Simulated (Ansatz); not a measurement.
Reactions of C$_{3}$H$_{7}$GeN, SMILES `C=N[C](=C)[GeH3]`.

Program: Ansatz. Geometries: PBE0-D4/def2-TZVP. ΔE: electronic, gas phase. CBS: MP2 limit from def2 TZ/QZ plus the TZ coupled-cluster correction, frozen cores. This one scheme is used for every species. Functionals use def2-TZVPP. B3LYP here is the variant with VWN-RPA as its local correlation; programs differ in this. def2 core potentials past Kr. For Br, Ge, Se, Sn outer-core shells are correlated without core-valence functions, which leaves a few kJ/mol of doubt a bond. Scalar relativity is left out up to krypton. One conformer a species, not always the lowest.

| reaction | PBE0-D4 (kJ/mol) | B3LYP-D4 (kJ/mol) | CCSD(T)/CBS(def2) (kJ/mol) |
| --- | --- | --- | --- |
| `C=N[C](=C)[GeH3]` + `CCCl` → `C[CH](Cl)[GeH3]` + `C=CN=C` | 5 | 4 | 4 |
| `C=N[C](=C)[GeH3]` + HBr → `C=[C]([GeH3])Br` + `C=N` | 19 | 18 | 13 |
| `C=N[C](=C)[GeH3]` + `N[SiH](O)F` → `O[SiH](F)[NH][GeH3]` + `C=CN=C` | -25 | -29 | -24 |
| `C=N[C](=C)[GeH3]` + acetic acid → `O=[C](O)[GeH3]` + `C=NC(=C)C` | 20 | 17 | 23 |
| `C=N[C](=C)[GeH3]` + H₂Se → `C=[C]([GeH3])[SeH]` + `C=N` | 7 | 6 | 0 |
| `C=N[C](=C)[GeH3]` + `CC1C=C1F` → `FC1=C[CH]1[GeH3]` + `C=NC(=C)C` | -1 | -1 | 1 |
| `C=N[C](=C)[GeH3]` + `C=C(N)O` → `C=C(N)[O][GeH3]` + `C=CN=C` | -35 | -45 | -38 |
| `C=N[C](=C)[GeH3]` + CH₃SH → `C[S][GeH3]` + `C=CN=C` | -66 | -66 | -60 |
| `C=N[C](=C)[GeH3]` + `[SH][GeH3]` → `[GeH3][S][GeH3]` + `C=CN=C` | -73 | -71 | -67 |
| `C=N[C](=C)[GeH3]` + `[CH3][SnH3]` → `[GeH3][SnH3]` + `C=NC(=C)C` | -62 | -58 | -49 |

Largest T1 diagnostic: 0.015, for `O=[C](O)[GeH3]`.
